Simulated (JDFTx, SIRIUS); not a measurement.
Given: the input of a run of JDFTx 1.7.0 (patched build) on Co. 

Contents of Co.in:

```
lattice \
    4.6714027971    -2.3357013986     0.0000000000 \
    0.0000000000     4.0455534936     0.0000000000 \
    0.0000000000     0.0000000000     7.5988610189
coords-type Lattice
ion Co     0.6666666667     0.3333333333     0.7500000000 1
ion Co     0.3333333333     0.6666666667     0.2500000000 1

ion-species pseudo/Co.upf
elec-cutoff 48 384
elec-ex-corr gga-PBEsol
kpoint-folding 12 12 7
elec-smearing Fermi 0.0018374661
elec-n-bands 26
spintype z-spin
initial-magnetic-moments Co 2 2
elec-initial-magnetization 4 no
electronic-SCF nIterations 100 energyDiffThreshold 1e-09
electronic-minimize nIterations 30 energyDiffThreshold 1e-7
converge-empty-states yes
forces-output-coords Cartesian

dump-name run.$VAR
dump End Ecomponents EigStats BandEigs Kpoints Forces Stress
```

Potentials or basis: PseudoDojo-SR-PBEsol-0.4.1-standard with smoothed tails.

Launch:

```sh
$ jdftx -c 1 -i Co.in -o Co.out
```

Task: What does the same run look like in SIRIUS 7.12.0? Potentials or basis there: all-electron FP-LAPW, apw+lo standard.

Result: As run (cutoffs and basis follow the program's own potentials, and thresholds, step limits or extra output files can differ):

Contents of sirius.json:

```json
{
  "control": {
    "processing_unit": "cpu",
    "std_evp_solver_name": "lapack",
    "gen_evp_solver_name": "lapack",
    "verbosity": 2,
    "print_forces": true,
    "ortho_rf": true,
    "use_second_variation": true,
    "rmt_max": 3.0,
    "num_bands_to_print": 24,
    "save_wf": true
  },
  "parameters": {
    "electronic_structure_method": "full_potential_lapwlo",
    "xc_functionals": ["XC_GGA_X_PBE_SOL", "XC_GGA_C_PBE_SOL"],
    "core_relativity": "dirac",
    "valence_relativity": "iora",
    "num_fv_states": 32,
    "smearing": "fermi_dirac",
    "smearing_width": 0.0018374661,
    "pw_cutoff": 20,
    "gk_cutoff": 3.93,
    "lmax_apw": 10,
    "lmax_rho": 8,
    "lmax_pot": 8,
    "num_mag_dims": 1,
    "auto_rmt": 0,
    "ngridk": [12, 12, 7],
    "shiftk": [0, 0, 0],
    "num_dft_iter": 80,
    "energy_tol": 1e-07,
    "density_tol": 1e-05,
    "use_symmetry": true
  },
  "settings": {"tol_ne": 1e-10},
  "iterative_solver": {"type": "exact"},
  "mixer": {"type": "anderson", "beta": 0.4, "max_history": 8},
  "unit_cell": {
    "lattice_vectors": [[4.6714027971, 0.0, 0.0], [-2.3357013986, 4.0455534936, 0.0], [0.0, 0.0, 7.5988610189]],
    "atom_types": ["Co"],
    "atom_files": {"Co": "Co.json"},
    "atoms": {
      "Co": [[0.6666666667, 0.3333333333, 0.75, 0.0, 0.0, 2.0], [0.3333333333, 0.6666666667, 0.25, 0.0, 0.0, 2.0]]
    }
  }
}
```

Potentials or basis: all-electron FP-LAPW, apw+lo standard.

Command:

```console
$ OMP_NUM_THREADS=1 sirius.scf --input=sirius_start.json --output=start.json
$ OMP_NUM_THREADS=1 sirius.scf --input=sirius.json --output=output.json --task=1
```

Both were run:

|  | JDFTx | SIRIUS |
| --- | --- | --- |
| Net moment | 3.21 μB per cell | 3.18 μB per cell |

The magnetic state is the one that the start led to; the real crystal's order can differ.
